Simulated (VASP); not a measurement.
# Na₇Cl₈: saddle point by the improved dimer method

Na₇Cl₈, defect, 15 atoms in the cell. PBE, improved dimer method; PAW potentials Cl, Na_pv (PBE set).

Path: a Na atom hops into a neighbouring Na vacancy; Length of the hop (Å): 3.951; Charge of the cell: -1; Atoms free in the vibrations (from 0): 0, 1, 3, 5, 8.

## Input

INCAR.step1:
```
PREC = Accurate
ENCUT = 300
EDIFF = 1E-7
ISMEAR = 0
SIGMA = 0.05
LREAL = False
LASPH = True
NELM = 100
ALGO = Normal
LWAVE = False
LCHARG = False
ISYM = 0
NELECT = 106.0
KPAR = 4
IBRION = 2
NSW = 100
ISIF = 2
EDIFFG = -0.005
POTIM = 0.5
```

INCAR.step2, as INCAR.step1 but for:
```
- EDIFF = 1E-7
- EDIFFG = -0.005
+ EDIFF = 1E-6
+ EDIFFG = -0.02
```

INCAR.step3, as INCAR.step2 but for:
```
- IBRION = 2
- NSW = 100
- ISIF = 2
- POTIM = 0.5
+ IBRION = 44
+ NSW = 300
```

INCAR.step4, as INCAR.step3 but for:
```
- EDIFF = 1E-6
- IBRION = 44
- NSW = 300
- EDIFFG = -0.02
+ EDIFF = 1E-7
+ IBRION = 5
+ NFREE = 2
+ POTIM = 0.015
+ NSW = 1
```

KPOINTS:
```
k-points
0
Gamma
  2 2 2
```

POSCAR.step1:
```
Na7Cl8
1.0
    0.0000000000      5.5881264354      5.5881264354
    5.5881264354      0.0000000000      5.5881264354
    5.5881264354      5.5881264354      0.0000000000
Cl Na
8 7
Direct
    0.2500000000      0.2500000000      0.2500000000
    0.2500000000      0.2500000000      0.7500000000
    0.2500000000      0.7500000000      0.2500000000
    0.2500000000      0.7500000000      0.7500000000
    0.7500000000      0.2500000000      0.2500000000
    0.7500000000      0.2500000000      0.7500000000
    0.7500000000      0.7500000000      0.2500000000
    0.7500000000      0.7500000000      0.7500000000
    0.0000000000      0.0000000000      0.5000000000
    0.0000000000      0.5000000000      0.0000000000
    0.0000000000      0.5000000000      0.5000000000
    0.5000000000      0.0000000000      0.0000000000
    0.5000000000      0.0000000000      0.5000000000
    0.5000000000      0.5000000000      0.0000000000
    0.5000000000      0.5000000000      0.5000000000
```

POSCAR.step2:
```
Na7Cl8
1.0
    0.0000000000      5.5881264354      5.5881264354
    5.5881264354      0.0000000000      5.5881264354
    5.5881264354      5.5881264354      0.0000000000
Cl Na
8 7
Direct
    0.2500000000      0.2500000000      0.2500000000
    0.2500000000      0.2500000000      0.7500000000
    0.2500000000      0.7500000000      0.2500000000
    0.2500000000      0.7500000000      0.7500000000
    0.7500000000      0.2500000000      0.2500000000
    0.7500000000      0.2500000000      0.7500000000
    0.7500000000      0.7500000000      0.2500000000
    0.7500000000      0.7500000000      0.7500000000
    0.0000000000      0.0000000000      0.0000000000
    0.0000000000      0.5000000000      0.0000000000
    0.0000000000      0.5000000000      0.5000000000
    0.5000000000      0.0000000000      0.0000000000
    0.5000000000      0.0000000000      0.5000000000
    0.5000000000      0.5000000000      0.0000000000
    0.5000000000      0.5000000000      0.5000000000
```

POSCAR.step3:
```
Na7Cl8                                  
1.0
    0.0000000000      5.5881264354      5.5881264354
    5.5881264354      0.0000000000      5.5881264354
    5.5881264354      5.5881264354      0.0000000000
Cl Na
8 7
Direct
    0.2459071947      0.2623581361      0.2275332690
    0.2532476160      0.2528349515      0.7295177860
    0.2550402825      0.7418631650      0.2297904019
    0.2871430148      0.7115950153      0.7406549363
    0.7440223328      0.2522013847      0.2324618690
    0.7079739211      0.2911725070      0.7342628711
    0.7445429348      0.7486894523      0.2391253653
    0.7439186560      0.7475038157      0.7406173815
    1.0042237828      0.0027018287      0.7304621921
    1.0014091988      0.4965968936     -0.0164248387
    1.0030700924      0.5056514502      0.4770290419
    0.4951879852      0.0016474314     -0.0137188605
    0.5103215243     -0.0081748482      0.4791914590
    0.5049244057      0.4975829220      0.9845422218
    0.4991070916      0.5009864740      0.4758343749

   -0.0487506195     -0.0487501842      0.0123446637
   -0.0487515886     -0.0487506771     -0.0122754656
   -0.0610953963     -0.0610255485     -0.0000000009
   -0.0364751680     -0.0364058801      0.0000010706
   -0.0610257972     -0.0610953461     -0.0000014241
   -0.0364058128     -0.0364751345      0.0000004730
   -0.0487496859     -0.0487503819      0.0122754714
   -0.0487507577     -0.0487509976     -0.0123457875
    0.6825086399      0.6825086357      0.0000000819
   -0.0487505404     -0.0487507987      0.0000001442
   -0.0487506037     -0.0487507765      0.0000000924
   -0.0487506909     -0.0487506832      0.0000000466
   -0.0487507094     -0.0487507015      0.0000001020
   -0.0487506242     -0.0487508017      0.0000002567
   -0.0487506454     -0.0487507241      0.0000002756
```

POSCAR.step4:
```
Na7Cl8
1.0
    0.0000000000      5.5881264354      5.5881264354
    5.5881264354      0.0000000000      5.5881264354
    5.5881264354      5.5881264354      0.0000000000
Cl Na
8 7
Selective dynamics
Direct
    0.2391607508      0.2394315034      0.2636223595  T T T
    0.2383254359      0.2387409065      0.7235667329  T T T
    0.2500825666      0.7512367747      0.2327440219  F F F
    0.2796539216      0.6902814628      0.7484370064  T T T
    0.7508369495      0.2502552842      0.2328107705  F F F
    0.6899239620      0.2800107148      0.7485102500  T T T
    0.7481460922      0.7486157024      0.2239490492  F F F
    0.7487326327      0.7490476222      0.7450766387  F F F
    0.0519090015      0.0522644797      0.6776547381  T T T
    0.0015542225      0.4788465692      0.9927638493  F F F
    0.9869169907      0.5420750705      0.4685451416  F F F
    0.4784820647      0.0019247782      0.9927586250  F F F
    0.5416666855      0.9872472612      0.4685800617  F F F
    0.4976515162      0.4977884192      0.0072368275  F F F
    0.4969972411      0.4974440300      0.4646233981  F F F
```

POSCAR.step5:
```
Na7Cl8
1.0
    0.0000000000      5.5881264354      5.5881264354
    5.5881264354      0.0000000000      5.5881264354
    5.5881264354      5.5881264354      0.0000000000
Cl Na
8 7
Selective dynamics
Direct
    0.2499998436      0.2500001107      0.2500000463  T T T
    0.2541964784      0.2541965342      0.7458037032  T T T
    0.2541966133      0.7458034725      0.2541964828  F F F
    0.2541966040      0.7458031651      0.7458035278  T T T
    0.7458038960      0.2541966892      0.2541963563  F F F
    0.7458033787      0.2541966379      0.7458032629  T T T
    0.7458033696      0.7458033187      0.2541966098  F F F
    0.7499999548      0.7500000316      0.7499999551  F F F
    0.9999999751      0.0000000111      0.5000000049  T T T
    0.9999999888      0.4999999932      0.0000000015  F F F
    0.9999999853      0.5000000086      0.5000000141  F F F
    0.4999999827      0.0000000066      0.0000000026  F F F
    0.4999999876      0.0000000082      0.5000000141  F F F
    0.4999999827      0.5000000100      0.9999999951  F F F
    0.4999999593      0.5000000024      0.5000000235  F F F
```

Commands (each step's output is kept before the next begins):
```
cat potpaw_PBE.64/Cl/POTCAR potpaw_PBE.64/Na_pv/POTCAR > POTCAR
cp INCAR.step1 INCAR
cp POSCAR.step1 POSCAR
mpirun -np 4 vasp_std > vasp.out
cp INCAR.step2 INCAR
cp POSCAR.step2 POSCAR
mpirun -np 4 vasp_std > vasp.out
# the block under the positions in POSCAR is the starting axis: the straight line between the two relaxed ends
cp INCAR.step3 INCAR
cp POSCAR.step3 POSCAR
mpirun -np 4 vasp_std > vasp.out
# POSCAR: the saddle point
cp INCAR.step4 INCAR
cp POSCAR.step4 POSCAR
mpirun -np 4 vasp_std > vasp.out
# POSCAR: the relaxed minimum
cp POSCAR.step5 POSCAR
mpirun -np 4 vasp_std > vasp.out
```

## Result

- Barrier (eV): 0.773
- Barrier with zero-point energies (eV): 0.777
- Imaginary frequency (cm⁻¹): 54
- Imaginary modes at the saddle: 1
- Attempt frequency (THz): 2.8
- Force evaluations of the dimer: 120
- Largest force left (eV/Å): 0.0155
- Ionic steps, all stages: 192
- Electronic steps, all stages: 1349

Vibrations (cm⁻¹; a negative value is imaginary):

| Mode | Minimum | Saddle |
|---|---|---|
| 1 | 182 | 369 |
| 2 | 172 | 271 |
| 3 | 169 | 186 |
| 4 | 166 | 159 |
| 5 | 159 | 143 |
| 6 | 147 | 143 |
| 7 | 145 | 139 |
| 8 | 143 | 124 |
| 9 | 131 | 121 |
| 10 | 126 | 118 |
| 11 | 123 | 111 |
| 12 | 119 | 110 |
| 13 | 110 | 88 |
| 14 | 108 | 86 |
| 15 | 107 | -54 |

Harmonic rate, classical:

| Temperature (K) | Jumps per second |
|---|---|
| 300 | 0.29 |
| 600 | 9e+05 |
| 900 | 1.3e+08 |

The cell is ClNa (16 atoms) with one Na atom missing.

Limits: the cell holds 15 atoms, so the vacancy or interstitial meets its own images and the barrier isn't that of a lone defect; the cell is charged against a uniform background; the barrier compares two equally charged cells; the attempt frequency counts the hopping atom and the four atoms nearest to it, while all others are held.

VASP 6.6.1 took 2083 s on 4 cores (Intel Xeon 6975P-C (Granite Rapids)), a shared host.
